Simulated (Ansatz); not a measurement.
KI (zincblende) (r2SCAN geometry), in Ansatz:

```xyz
2
Lattice="0.0000 3.9659 3.9659 3.9659 0.0000 3.9659 3.9659 3.9659 0.0000" Properties=species:S:1:pos:R:3 pbc="T T T"
K     0.0000    0.0000    0.0000
I     1.9829    1.9829    1.9829
```

G0W0@PBE with 684 empty bands, a screening cutoff of 180 eV and a 4×4×4 mesh (PAW, contour deformation) gives 6.436 eV over the mesh points, from a PBE gap of 3.934 eV; it sums over 697 bands with 701 plane waves in the screening and a wave cutoff of 420 eV. G0W0 here is at a finite number of bands, screening cutoff and k mesh, not at the basis limit. All values are calculated for a non-magnetic cell, which may be hypothetical.

Question: Estimate the gap with starting point HSE06.

Answer: 6.906 eV (+0.470 eV), from a Kohn-Sham gap of 4.883 eV.

Question: Estimate the gap with potentials of the kind norm-conserving.

Answer: 6.313 eV (-0.123 eV), from a Kohn-Sham gap of 3.932 eV.

Question: Estimate the gap with empty bands 283, screening cutoff 100 eV.

Answer: 6.322 eV (-0.114 eV), from a Kohn-Sham gap of 3.934 eV.

Question: Estimate the gap with mesh 6×6×6, empty bands 202, screening cutoff 80 eV.

Answer: 6.241 eV (-0.195 eV), from a Kohn-Sham gap of 3.931 eV.

Spin-orbit coupling is left out, which matters wherever the heavy atoms make up the band edges.
